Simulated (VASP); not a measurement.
# Tb (Fm-3m) in VASP: notebook, part 2 of 2

VASP 6.6.1.

## Step 3: Single point, r2SCAN, collinear spin, typed start (volume scaled by 1.04)

File POSCAR:

```
Tb
1.0
    0.0000000000      2.5531263284      2.5531263284
    2.5531263284      0.0000000000      2.5531263284
    2.5531263284      2.5531263284      0.0000000000
Tb
1
Direct
    0.0000000000      0.0000000000      0.0000000000
```

File INCAR.step1:

```
SYSTEM = Tb
ALGO     = Normal         ! electronic algorithm
EDIFF    = 1E-4           ! SCF threshold, eV
ENCUT    = 520            ! plane-wave cutoff, eV
GGA      = PE             ! functional
ISMEAR   = -1             ! smearing method
ISPIN    = 2              ! spin polarisation
LASPH    = .True.         ! aspherical terms in the spheres
LCHARG   = .False.        ! write CHGCAR
LMAXMIX  = 6              ! l up to which the mixer works
LREAL    = .False.        ! projectors in reciprocal space
LWAVE    = .True.         ! write WAVECAR
MAGMOM   = 6              ! initial moments
NBANDS   = 20             ! bands
NELM     = 150            ! most SCF steps
PREC     = Accurate       ! precision mode
SIGMA    = 0.08           ! smearing width, eV
```

File INCAR.step2:

```
SYSTEM = Tb
ALGO     = Normal         ! electronic algorithm
EDIFF    = 1E-7           ! SCF threshold, eV
ENCUT    = 520            ! plane-wave cutoff, eV
ISIF     = 2              ! what is computed and relaxed
ISMEAR   = -1             ! smearing method
ISPIN    = 2              ! spin polarisation
ISTART   = 1            
LASPH    = .True.         ! aspherical terms in the spheres
LCHARG   = .False.        ! write CHGCAR
LMAXMIX  = 6              ! l up to which the mixer works
LMIXTAU  = .True.       
LORBIT   = 11             ! projections on sites
LREAL    = .False.        ! projectors in reciprocal space
LWAVE    = .False.        ! write WAVECAR
MAGMOM   = 6              ! initial moments
METAGGA  = R2SCAN         ! meta-GGA
NBANDS   = 20             ! bands
NELM     = 150            ! most SCF steps
PREC     = Accurate       ! precision mode
SIGMA    = 0.08           ! smearing width, eV
```

File KPOINTS:

```
k-points
0
Gamma
  11 11 11
  0 0 0
```

Potentials or basis: VASP PAW PBE potentials, release 64 (Tb).

On the command line:

```console
$ cat potpaw_PBE.64/Tb/POTCAR > POTCAR
$ cp INCAR.step1 INCAR
$ mpirun -np 1 vasp_std > vasp.out
$ cp INCAR.step2 INCAR
$ mpirun -np 1 vasp_std > vasp.out
```

OUTCAR:

```text
SYSTEM = Tb
   EDIFF = 1E-7
   ENCUT = 520
   ISIF = 2
   ISMEAR = -1
   ISPIN = 2
   ISTART = 1
   LASPH = .True.
   LORBIT = 11
   LREAL = .False.
   METAGGA = R2SCAN
   NELM = 150
   PREC = Accurate

 ion  position               nearest neighbor table
   1  0.000  0.000  0.000-

  LATTYP: Found a face centered cubic cell.
 ALAT       =     5.1062526568

  Lattice vectors:

 A1 = (   0.0000000000,   2.5531263284,   2.5531263284)
 A2 = (   2.5531263284,   0.0000000000,   2.5531263284)
 A3 = (   2.5531263284,   2.5531263284,   0.0000000000)

Analysis of symmetry for initial positions (statically):
=====================================================================
 Subroutine PRICEL returns:
 Original cell was already a primitive cell.

 Routine SETGRP: Setting up the symmetry group for a
 face centered cubic supercell.

 Subroutine GETGRP returns: Found 48 space group operations
 (whereof 48 operations were pure point group operations)
 out of a pool of 48 trial point group operations.

The static configuration has the point symmetry O_h .

Analysis of symmetry for dynamics (positions and initial velocities):
=====================================================================
 Subroutine PRICEL returns:
 Original cell was already a primitive cell.

 Routine SETGRP: Setting up the symmetry group for a
 face centered cubic supercell.

 Subroutine GETGRP returns: Found 48 space group operations
 (whereof 48 operations were pure point group operations)
 out of a pool of 48 trial point group operations.

The dynamic configuration has the point symmetry O_h .

Analysis of structural, dynamic, and magnetic symmetry:
=====================================================================
 Subroutine PRICEL returns:
 Original cell was already a primitive cell.

 Routine SETGRP: Setting up the symmetry group for a
 face centered cubic supercell.

 Subroutine GETGRP returns: Found 48 space group operations
 (whereof 48 operations were pure point group operations)
 out of a pool of 48 trial point group operations.

The overall configuration has the point symmetry O_h .

 Subroutine INISYM returns: Found 48 space group operations
 (whereof 48 operations are pure point group operations),
 and found     1 'primitive' translations

----------------------------------------------------------------------------------------

                                     Primitive cell

  volume of cell :      33.2849

  direct lattice vectors                    reciprocal lattice vectors
     0.000000000  2.553126328  2.553126328    -0.195838331  0.195838331  0.195838331
     2.553126328  0.000000000  2.553126328     0.195838331 -0.195838331  0.195838331
     2.553126328  2.553126328  0.000000000     0.195838331  0.195838331 -0.195838331

  length of vectors
     3.610665880  3.610665880  3.610665880     0.339201940  0.339201940  0.339201940

  position of ions in fractional coordinates (direct lattice)
     0.000000000  0.000000000  0.000000000

  ion indices of the primitive-cell ions
   primitive index   ion index
                 1           1

----------------------------------------------------------------------------------------

 KPOINTS: k-points

[... 52 lines left out ...]
   dimension x,y,z NGX =    28 NGY =   28 NGZ =   28
   dimension x,y,z NGXF=    56 NGYF=   56 NGZF=   56
   ions per type =               1
   NGX,Y,Z   is equivalent  to a cutoff of  12.89, 12.89, 12.89 a.u.
   NGXF,Y,Z  is equivalent  to a cutoff of  25.78, 25.78, 25.78 a.u.
 SYSTEM =  Tb
   PREC   = accura    normal or accurate (medium, high low for compatibility)
   ISTART =      1    job   : 0-new  1-cont  2-samecut
   ICHARG =      0    charge: 1-file 2-atom 10-const
   ISPIN  =      2    spin polarized calculation?
   LNONCOLLINEAR =      F non collinear calculations
   LSORBIT =      F    spin-orbit coupling
   LASPH  =      T    aspherical Exc in radial PAW
   ENCUT  =  520.0 eV  38.22 Ry    6.18 a.u.   6.71  6.71  6.71*2*pi/ulx,y,z
   NELM   =    150;   NELMIN=  2; NELMDL=  0     # of ELM steps
   EDIFF  = 0.1E-06   stopping-criterion for ELM
   LREAL  =      F    real-space projection
   EDIFFG = 0.1E-05   stopping-criterion for IOM
   NSW    =      0    number of steps for IOM
   IBRION =     -1    ionic relax: 0-MD 1-quasi-New 2-CG
   NFREE  =      0    steps in history (QN), initial steepest desc. (CG)
   ISIF   =      2    stress and relaxation
   ISYM   =      2    0-nonsym 1-usesym 2-fastsym
   POTIM  = 0.5000    time-step for ionic-motion
   TEBEG  =    0.0;   TEEND  =   0.0 temperature during run
   PSTRESS=    0.0 pullay stress
   NELECT =      19.0000    total number of electrons
   NUPDOWN=      -1.0000    fix difference up-down
   EMIN   =  10.00;   EMAX   =-10.00  energy-range for DOS
   EFERMI =   0.00;   METHOD = LEGACY
   ISMEAR =    -1;   SIGMA  =   0.08  broadening in eV -4-tet -1-fermi 0-gaus
   EFERMI_NEDOS =   21; number of points for ismear=-14 and -15
   IALGO  =     38    algorithm
   IMIX   =      4    mixing-type and parameters
     AMIX     =   0.40;   BMIX     =  1.00
     AMIX_MAG =   1.60;   BMIX_MAG =  1.00
  volume/ion in A,a.u.               =      33.28       224.62
  Fermi-wavevector in a.u.,A,eV,Ry     =   1.358033  2.566311 25.092602  1.844254
  Thomas-Fermi vector in A             =   2.484901
   LORBIT       =     11    0 simple, 1 ext, 2 COOP (PROOUT), +10 PAW based schemes
   METAGGA = R2SCAN    functional components
   LHFCALC =     F    Hartree Fock is set to
   AEXX    =    0.0000 exact exchange contribution
   IVDW    =     0    specifies the selected vdW correction
   LEPSILON=     F    determine dielectric tensor
   LRPA    =     F    only Hartree local field effects (RPA)
 spin polarized calculation
  energy-cutoff  :      520.00
  volume of cell :       33.28
 maximum number of plane-waves:       914
   NGX = 13   NGY = 13   NGZ = 13

 number of electron      18.9999986 magnetization       6.8346501

 Free energy of the ion-electron system (eV)
  ---------------------------------------------------
  ext. energy  EPLUGINS =         0.00000000
  ---------------------------------------------------
  free energy    TOTEN  =       -38.96355877 eV

  energy without entropy =      -38.92375710  energy(sigma->0) =      -38.94365794

 E-fermi :   2.8151     XC(G=0): -10.6153

 val. band max:        2.8128922023   @ k =  -0.2727   0.2727   0.0000
 cond. band min:       2.8184515918   @ k =  -0.4545   0.1818   0.0000
 fundamental gap:      0.0055593896
 Fermi energy:         2.8151138089

 spin component 1

 k-point     1 :       0.0000    0.0000    0.0000
  band No.  band energies     occupation
      1     -45.7187      1.00000
      2     -21.2585      1.00000
      3     -21.2584      1.00000
      4     -21.2583      1.00000
      5      -2.9238      1.00000
      6      -2.9238      1.00000
[... 541 lines left out ...]
     19      15.3592      0.00000
     20      15.6987      0.00000

 [... further k-points ...]

 spin component 2

 k-point     1 :       0.0000    0.0000    0.0000
  band No.  band energies     occupation
      1     -42.3096      1.00000
      2     -18.7856      1.00000
      3     -18.7847      1.00000
      4     -18.7847      1.00000
      5      -1.4487      1.00000
      6       1.8052      1.00000
[... 541 lines left out ...]
     19      16.9910      0.00000
     20      17.3444      0.00000

 [... further k-points ...]

------------------------ aborting loop because EDIFF is reached ----------------------------------------

  FORCE on cell =-STRESS in cart. coord.  units (eV):
  Direction    XX          YY          ZZ          XY          YZ          ZX
  --------------------------------------------------------------------------------------
  -------------------------------------------------------------------------------------
  Total        0.0276207      0.0276207      0.0276207      0.0000000      0.0000000      0.0000000
  in kB        1.3295301      1.3295301      1.3295301      0.0000000      0.0000000      0.0000000
  external PRESSURE =       1.3295301 kB  Pullay stress =       0.0000000 kB

 VOLUME and BASIS-vectors are now :
 -----------------------------------------------------------------------------
  energy-cutoff  :      520.00
  volume of cell :       33.28
      direct lattice vectors                 reciprocal lattice vectors
     0.000000000  2.553126328  2.553126328    -0.195838331  0.195838331  0.195838331
     2.553126328  0.000000000  2.553126328     0.195838331 -0.195838331  0.195838331
     2.553126328  2.553126328  0.000000000     0.195838331  0.195838331 -0.195838331

 POSITION                                       TOTAL-FORCE (eV/Angst)
 -----------------------------------------------------------------------------------
      0.00000      0.00000      0.00000         0.000000     -0.000000      0.000000
 -----------------------------------------------------------------------------------
    total drift:                               -0.000000     -0.000000     -0.000000

  FREE ENERGIE OF THE ION-ELECTRON SYSTEM (eV)
  ---------------------------------------------------
  free  energy   TOTEN  =       -38.9635587732 eV

  energy  without entropy=      -38.9237571014  energy(sigma->0) =      -38.94365794

 total charge

# of ion       s       p       d       f       tot
--------------------------------------------------
    1        2.081   5.607   0.537   7.990  16.215

 magnetization (x)

# of ion       s       p       d       f       tot
--------------------------------------------------
    1        0.003  -0.040   0.271   5.850   6.084
```

Wall time 9.4 min (1 thread of AMD EPYC 9R45 (Zen 5), shared host); peak memory 0.21 GiB.

What came out:

| Quantity | Value |
| --- | --- |
| Free energy | -38.9636 eV |
| Pressure | 0.1 GPa |
| Band gap on the k mesh | none (metal or under the smearing width) |
| Net moment | 6.83 μB per cell |
| Site moments | Tb +6.08 μB |
| Valence electrons inside the program's atomic spheres | Tb 16.21 |

Caveat: the magnetic or orbital state may not be the lowest; the PAW data sets were made with another functional, which shifts forces and pressure a little; spin-orbit coupling is left out, which moves the levels of the heavy elements. The state reached can hang on the start; a lower one may exist.
